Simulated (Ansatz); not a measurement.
Level of theory: Ansatz 0.2.0, DFT PBE, scalar-relativistic, plane waves, PAW. Settings: cutoff 420 eV, Γ-centred meshes spaced at most about 0.3 Å⁻¹, and about 0.25 Å⁻¹ or finer for metals (2π included), Gaussian smearing. No spin polarisation in the final relaxations.

All energies are static (0 K, no zero-point motion).

Two forms of InP were relaxed alike.

A.

```yaml
crystal:
  lattice:
    - [3.23868, 0.00000, 0.00000]
    - [0.00000, 5.50770, 0.00000]
    - [0.00000, 0.00000, 5.47253]
  atoms:
    - { symbol: In, position: [0.25000, 0.50000, 0.25742] }
    - { symbol: In, position: [0.75000, 0.50000, 0.74258] }
    - { symbol: P, position: [0.75000, 0.00000, 0.86421] }
    - { symbol: P, position: [0.25000, 0.00000, 0.13579] }
```

B.

```yaml
crystal:
  lattice:
    - [5.34981, 0.00000, 0.00000]
    - [0.00000, 5.34981, 0.00000]
    - [0.00000, 0.00000, 5.34981]
  atoms:
    - { symbol: In, position: [0.50000, 0.00000, 0.00000] }
    - { symbol: In, position: [0.00000, 0.50000, 0.00000] }
    - { symbol: In, position: [0.00000, 0.00000, 0.50000] }
    - { symbol: P, position: [0.00000, 0.50000, 0.50000] }
    - { symbol: P, position: [0.50000, 0.00000, 0.50000] }
    - { symbol: P, position: [0.50000, 0.50000, 0.00000] }
```

Question: Which form is favoured at zero pressure, and by what margin per atom?

Answer: A is lower, by 0.57 eV/atom. A has space group Pmma (No. 51), 24.4 Å³/atom and no gap on its mesh; B has space group Pm-3m (No. 221), 25.5 Å³/atom and no gap. Counting P atoms around In (those within 1.25 times the shortest such distance or 1.15 times the sum of covalent radii), A has In 2 and B has In 4. A holds P–P chains (shortest 2.20 Å); in B the shortest P–P distance is 3.78 Å. The denser one is the lower, and pressure would at first widen the difference. Both come from invented guesses. A third cell relaxed alike, in F-43m (a cell as deposited in COD), lies 204 meV/atom below the lower of the two.

Cells relaxed within their symmetry can be saddle points.
